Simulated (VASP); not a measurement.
CdTe:

```xyz
2
Lattice="0.0000 3.2050 3.2050 3.2050 0.0000 3.2050 3.2050 3.2050 0.0000" Properties=species:S:1:pos:R:3 pbc="T T T"
Te    4.8075    4.8075    4.8075
Cd    0.0000    0.0000    0.0000
```

| Quantity | Value |
| --- | --- |
| Program | VASP 6.6.1 |
| Task | relaxation of cell and atoms |
| Functional | PBEsol |
| Potentials or basis | VASP PAW PBE potentials, release 64 (Te, Cd) |
| Cutoff | 600 eV |
| k mesh | 7 × 7 × 7 |
| Occupations | fermi-dirac, width 0.05 eV |
| Spin | no spin polarisation |

At the start: pressure 1.8 GPa; volume 32.92 Å³/atom.

Problem. How do energy, volume and symmetry change on relaxing?

Solution. Over 3 steps the energy falls by 7.3 meV/atom and the volume is 34.26 Å³/atom (+4.1 %); space group F-43m (No. 216, to 0.05 Å).

Step by step:
| step | energy change (eV) | largest force (eV/Å) | pressure (GPa) | volume (Å³) |
| --- | --- | --- | --- | --- |
| 1 | 0.0000 | 0.0000 | 1.82 | 65.84 |
| 2 | -0.0130 | 0.0000 | -0.54 | 69.47 |
| 3 | -0.0146 | 0.0000 | 0.00 | 68.52 |

Final structure:
```xyz
2
Lattice="0.0000 3.2479 3.2479 3.2479 0.0000 3.2479 3.2479 3.2479 0.0000" Properties=species:S:1:pos:R:3 pbc="T T T"
Te    4.8718    4.8718    4.8718
Cd    0.0000    0.0000    0.0000
```

Caveat: the PAW data sets were made with another functional, which shifts forces and pressure a little.
